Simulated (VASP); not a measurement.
Runs of VASP 6.6.1 on ZrN. The structure is cubic, space group Fm-3m (No. 225). The conventional cell has a = 4.553 Å, b = 4.553 Å, c = 4.553 Å, α = 90.00°, β = 90.00°, γ = 90.00°. Zr (site symmetry m-3m) is surrounded by 6 N at 2.28 Å. Around N (site symmetry m-3m) lie 6 Zr at 2.28 Å. The cell is a database's computed one.

```csv
potentials or basis,k mesh,cutoff (eV),smearing,gap on the mesh (eV),pressure (GPa)
"VASP PAW PBE potentials, release 64 (Zr_sv, N)",16 × 16 × 16,700,gaussian 0.1 eV,none,(a)
"VASP PAW PBE potentials, release 64 (Zr_sv, N_h)",16 × 16 × 16,900,gaussian 0.1 eV,none,0.0
"VASP PAW PBE potentials, release 64 (Zr_sv, N)",24 × 24 × 24,520,gaussian 0.1 eV,none,0.2
"VASP PAW PBE potentials, release 64 (Zr_sv, N)",16 × 16 × 16,520,gaussian 0.5 eV,none,0.5
```

Alike in all rows: task single point; level PBEsol; no spin polarisation; cell as given.

Q: Fill in the values left out.

A: (a) 0.1.

Caveats: the PAW data sets were made with another functional, which shifts forces and pressure a little; the cutoff is under 1.25 times the usual one of these potentials, so pressure, stress and relaxed cells hold a basis-set (Pulay) error (some runs).

A k mesh can miss the band edges, and the runs leave out spin-orbit coupling on Zr.

A gap of «none» marks a metal or a gap under the smearing width.
